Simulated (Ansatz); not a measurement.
BaTiO3 (Pm-3m), a vibration from a frozen displacement

Theory: DFT PBE, scalar-relativistic, plane waves, PAW in Ansatz. Settings: plane waves to 420 eV, k-mesh 8×8×8 (Γ-centred), Gaussian smearing 0.05 eV. Spin–orbit coupling is left out, which matters for the heavy elements here. No spin polarisation. Energies are free energies at this smearing, counted from the undisturbed cell; pressure is positive in compression.

Reference structure (relaxed at this level; it needn't be the usual structure):

```
Ba Ti O
1.0
     4.01923    0.00000    0.00000
     0.00000    4.01923    0.00000
     0.00000    0.00000    4.01928
Ba Ti O
1 1 3
Direct
  0.00000 0.00000 0.00000
  0.50000 0.50000 0.50000
  0.50000 0.50000 0.00000
  0.50000 0.00000 0.50000
  0.00000 0.50000 0.50000
```

Atom 2 (Ti) is moved by x along the Cartesian unit vector (0.577, 0.577, 0.577); the cell and all other atoms stay fixed. The cell's volume is 64.93 Å³; the moved atoms weigh 47.867 u together and the others 185.324 u. Some rows repeat others by symmetry and weren't run.

```csv
x (Å),ΔE (meV/cell),total force on the moved atoms along the move (eV/Å),pressure (GPa)
-0.4500,492.90,3.9582,10.3750
-0.3750,247.44,2.6111,7.2914
-0.3000,96.26,1.4623,4.6894
-0.2250,20.72,0.6071,2.6349
-0.1500,-3.61,0.1018,1.1650
-0.0750,-3.16,-0.0627,0.2906
0.0000,0.00,0.0000,0.0020
0.0750,-3.16,0.0627,0.2906
0.1500,-3.61,-0.1018,1.1650
0.2250,20.72,-0.6071,2.6349
0.3000,96.26,-1.4623,4.6894
0.3750,247.44,-2.6111,7.2914
0.4500,492.90,-3.9582,10.3750
```

Question: What frequency belongs to this motion?

Answer: The force constant is k = −dF/dx = -0.836 eV/Å², from the parabola through x = -0.0750, 0 and 0.0750. In every cell the moved atoms swing against the rest, so the mass is μ = m₁m₂/(m₁ + m₂) = 38.041 u, and ν̃ = 521.5 cm⁻¹ × √(|k|/μ) = 77i cm⁻¹. Steps this long are already anharmonic: the energies of the same points give k = -1.123 eV/Å², so the harmonic k is uncertain by that gap or more. The pattern needn't be a normal mode: ν̃² is then a weighted mean of the squared nonzero frequencies at the zone centre of this cell, taken without macroscopic field, so it lies between the lowest and the highest of them, and at least one of them is imaginary.

Question: Where does the displacement stop?

Answer: The energy turns up again: a parabola through the lowest point and its two neighbours puts the minimum at x ≈ -0.11 Å, 6 meV a cell below the start. A quartic well E = kx²/2 + bx⁴ through that position would be −kx₀²/4 = 3 meV deep. For scale, k_BT is 26 meV at 300 K, but cells are coupled, so the depth doesn't fix a transition temperature; relaxing the other atoms and the cell can only lower the minimum further below this start.

Cost: 7 runs of about 3 core-minutes in all, on AMD EPYC 7R43 (Zen 3) (shared hosts).

Moving Ti off centre lowers the energy at first, so the cubic cell is a saddle point with respect to this displacement, as expected for a ferroelectric perovskite whose cubic phase exists only at elevated temperature. The usual reason is a second-order Jahn–Teller effect: off-centring mixes the formally empty Ti 3d states with filled O 2p states and strengthens the shorter Ti–O bonds. Together with the long-range dipolar interaction, this narrowly outweighs the short-range repulsion. As Ti approaches a face of its oxygen octahedron, repulsion takes over and the energy climbs steeply, to 492.90 meV/cell at the largest displacement.

The pressure rises with displacement in either direction, so the off-centre cell pushes outward. Expansion should therefore deepen the well and compression weaken it, in line with the known suppression of ferroelectricity under pressure. The balance is thus probably sensitive to the lattice constant that the functional gives. With only one direction sampled, the scan doesn't show that Ti prefers the body diagonal to a cube axis or a face diagonal.
